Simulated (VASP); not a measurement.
Set up this calculation in VASP 6.6.1, as the native input.

* Task: single point
* Functional: RPBE
* Potentials or basis: VASP PAW PBE potentials, release 64 (V_sv)
* Cutoff: 520 eV
* k mesh: 5 × 5 × 5
* Occupations: fermi-dirac, width 0.1 eV
* Spin: no spin polarisation
* Dipole correction: no
* Further INCAR settings: ALGO = Normal; EDIFF = 1e-06; NBANDS = 62

The structure of V lies in POSCAR:

```
V
1.0
    4.8249511243      0.0000000000      0.0000000000
    0.0000000000      4.8249511243      0.0000000000
    0.0000000000      0.0000000000      4.8249511243
V
8
Direct
    0.0000000000      1.0000000000      0.0000000000
    0.5000000000      0.5000000000      0.5000000000
    0.2500000000      0.0000000000      0.5000000000
    0.7500000000      0.0000000000      0.5000000000
    0.5000000000      0.2500000000      1.0000000000
    0.5000000000      0.7500000000      0.0000000000
    1.0000000000      0.5000000000      0.2500000000
    1.0000000000      0.5000000000      0.7500000000
```

The cell was built by a generator and needn't be a form met in nature.

The input as run:

INCAR

```
ALGO     = Normal         # electronic algorithm
EDIFF    = 1E-6           # SCF threshold, eV
ENCUT    = 520            # plane-wave cutoff, eV
GGA      = RP             # functional
ISIF     = 2              # what is computed and relaxed
ISMEAR   = -1             # smearing method
LASPH    = True           # aspherical terms in the spheres
LCHARG   = False          # write CHGCAR
LREAL    = False          # projectors in reciprocal space
LWAVE    = False          # write WAVECAR
NBANDS   = 62             # bands
NELM     = 100            # most SCF steps
PREC     = Accurate       # precision mode
SIGMA    = 0.1            # smearing width, eV
```

KPOINTS

```
k-points
0
Gamma
  5 5 5
```

Potentials or basis: VASP PAW PBE potentials, release 64 (V_sv).

Launch:

```sh
$ cat potpaw_PBE.64/V_sv/POTCAR > POTCAR
$ mpirun -np 1 vasp_std > vasp.out
```

It gave:

```
Pressure               : 0.2 GPa
Band gap on the k mesh : none (metal or under the smearing width)
```

Caveat: the PAW data sets were made with another functional, which shifts forces and pressure a little.

It took 3.4 min on 1 thread of AMD EPYC 7571, with other jobs on the host, peak memory 0.19 GiB.
